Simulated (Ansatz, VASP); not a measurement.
## AlN in VASP and in Ansatz

Contents of INCAR:

```
SYSTEM = AlN
PREC = Accurate
ENCUT = 520
EDIFF = 1E-7
ISMEAR = -1
SIGMA = 0.02
LREAL = .FALSE.
LASPH = .TRUE.
NELM = 80
ALGO = Normal
ISIF = 2
LWAVE = .FALSE.
LCHARG = .FALSE.
GGA = PE
NBANDS = 11
```

KPOINTS

```
regular mesh
0
G
  10 10 10
  0 0 0
```

POSCAR

```
AlN
1.0
    0.0000000000      2.1411788842      2.1411788842
    2.1411788842      0.0000000000      2.1411788842
    2.1411788842      2.1411788842      0.0000000000
Al N
1 1
Direct
    0.0000000000      0.0000000000      0.0000000000
    0.2500000000      0.2500000000      0.2500000000
```

Input for Ansatz:

```yaml
crystal:
  lattice:
    - [0.0, 2.1411788842, 2.1411788842]
    - [2.1411788842, 0.0, 2.1411788842]
    - [2.1411788842, 2.1411788842, 0.0]
  atoms:
    - { symbol: Al, position: [0.0, 0.0, 0.0] }
    - { symbol: "N", position: [0.25, 0.25, 0.25] }
kpoints:
  mp_grid: { grid: [10, 10, 10] }
  band_path:
    path:
      - [0.0, 0.0, 0.0]
      - [-0.5, -0.5, 0.0]
      - [-0.375, -0.375, 0.25]
      - [-0.375, 0.0, 0.375]
      - [0.0, 0.0, 0.5]
      - [-0.5, -0.25, 0.25]
      - [-0.049479, 0.0, 0.049479]
      - [0.0, 0.5, 0.5]
    npoints: 1
hamiltonian:
  xc: pbe
scf:
  occupations: { method: fermi_dirac, width: 0.02 }
  n_extra_bands: 4
output:
  forces: true
  stress: true
  eigenvalues: true
```

Change from the starting cell: hydrostatic strain -2.0%.

Alike in both runs: task single point; functional PBE; k mesh 10 × 10 × 10; occupations fermi-dirac, width 0.02 eV; no spin polarisation.

```csv
,VASP,Ansatz
version,VASP 6.6.1,Ansatz 0.2.0
potentials or method,"VASP PAW PBE potentials, release 64 (Al, N)","plane waves, PAW"
plane-wave cutoff (eV),520,420
valence electrons in the cell,8,8
```

```csv
,VASP,Ansatz,Ansatz less VASP
gap on the k mesh at the Fermi level (eV),3.35,3.36,+0.009
pressure (GPa),18.7,18.9,+0.23
```

Caveats: so large a pressure means that the cell lies far from this level's equilibrium, or that cutoff or potentials fall short (VASP). A k mesh can miss the band edges.
